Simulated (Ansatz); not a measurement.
Runs of Ansatz 0.2.0 on CaO. The structure is cubic, space group Fm-3m (No. 225). The conventional cell has a = 4.807 Å, b = 4.807 Å, c = 4.807 Å, α = 90.00°, β = 90.00°, γ = 90.00°. Around Ca (site symmetry m-3m) lie 6 O at 2.40 Å. Around O (site symmetry m-3m) lie 6 Ca at 2.40 Å. The cell is a database's computed one.

```csv
cell,gap on the mesh (eV),pressure (GPa)
relaxed to 10 GPa,3.49,10.0
relaxed to 30 GPa,(a),30.0
relaxed,3.54,0.0
relaxed to 20 GPa,3.42,20.0
relaxed to 5 GPa,(b),5.0
```

Alike in all rows: task relaxation of cell and atoms; level PBEsol; potentials or basis all-electron LAPW, scalar-relativistic; no spin polarisation; k mesh 10 × 10 × 10; smearing fermi-dirac 0.05 eV; basis error allowed 0.001 eV/atom.

Q: Fill in the values left out.

A: (a) 3.36; (b) 3.52.

A k mesh can miss the band edges.
